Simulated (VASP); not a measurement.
Runs of VASP 6.6.1 on Au. The structure is cubic, space group Fm-3m (No. 225). The conventional cell has a = 4.070 Å, b = 4.070 Å, c = 4.070 Å, α = 90.00°, β = 90.00°, γ = 90.00°. Au (site symmetry m-3m) is surrounded by 12 Au at 2.88 Å. 

```csv
task,level,cell,cutoff (eV),smearing,gap on the mesh (eV),pressure (GPa),relaxed volume (Å³/atom)
relaxation of cell and atoms,BLYP+D3,relaxed,600,fermi-dirac 0.05 eV,none,-0.1,18.14
relaxation of cell and atoms,BLYP+D3(BJ),relaxed,600,fermi-dirac 0.05 eV,none,0.0,17.66
single point,PBE,as given,520,gaussian 0.026 eV,none,(a),-
relaxation of cell and atoms,BLYP+D4,relaxed,600,fermi-dirac 0.05 eV,none,0.0,17.98
```

Alike in all rows: potentials or basis VASP PAW PBE potentials, release 64 (Au); no spin polarisation; k mesh 11 × 11 × 11.

**Question.** Estimate the missing entries.

**Answer.** (a) 10.5.

Caveats: the PAW data sets were made with another functional, which shifts forces and pressure a little (some runs); pairwise dispersion overbinds metals, which lowers pressure and volume (some runs).

A k mesh can miss the band edges, and the runs leave out spin-orbit coupling on Au.

A gap of «none» marks a metal or a gap under the smearing width.
